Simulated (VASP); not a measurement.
Wanted: the native input for a VASP 6.6.1 run.

- Task: relaxation of cell and atoms
- Functional: PBEsol
- Potentials or basis: VASP PAW PBE potentials, release 64 (Mo_sv)
- Cutoff: 600 eV
- k mesh: 16 × 16 × 16
- Occupations: methfessel-paxton, width 0.1 eV
- Spin: no spin polarisation
- Further INCAR settings: ALGO = Normal; EDIFF = 1e-07; IBRION = 2; EDIFFG = -0.005; NSW = 90; ISIF = 3

The structure of Mo lies in POSCAR:

```
Mo                                      
1.0
   -1.5654746322      1.5654746322      1.5654746322
    1.5654746322     -1.5654746322      1.5654746322
    1.5654746322      1.5654746322     -1.5654746322
  Mo            
     1
Direct
     0.0000000000000000    0.0000000000000000    0.0000000000000000
```

One way to write it, as run:

INCAR

```
SYSTEM = Mo
ALGO = Normal ; EDIFF = 1E-7
EDIFFG = -0.005 ; ENCUT = 600
GGA = PS ; IBRION = 2
ISIF = 3 ; ISMEAR = 1
LASPH = .True. ; LCHARG = .False.
LREAL = .False. ; LWAVE = .False.
NELM = 80 ; NSW = 90
PREC = Accurate ; SIGMA = 0.1
```

KPOINTS

```
k-points
0
Gamma
  16 16 16
  0 0 0
```

Potentials or basis: VASP PAW PBE potentials, release 64 (Mo_sv).

Command:

```bash
$ cat potpaw_PBE.64/Mo_sv/POTCAR > POTCAR
$ mpirun -np 1 vasp_std > vasp.out
```

Results of the run:

```json
{
  "Relaxed volume": "15.34 Å³/atom",
  "Relaxed cell": "a = 2.711 Å, b = 2.711 Å, c = 2.711 Å, α = 109.47°, β = 109.47°, γ = 109.47°",
  "Space group after relaxing (to 0.05 Å)": "Im-3m (No. 229)",
  "Energy gained by relaxing": "0.0 meV/atom",
  "Ionic steps": "3",
  "Pressure after relaxing": "0.0 GPa",
  "Band gap on the k mesh": "none (metal or under the smearing width)"
}
```

Caveat: the PAW data sets were made with another functional, which shifts forces and pressure a little.

It took 19 s on 1 thread of Intel(R) Xeon(R) 6975P-C (Granite Rapids), with other jobs on the host, peak memory 0.16 GiB.
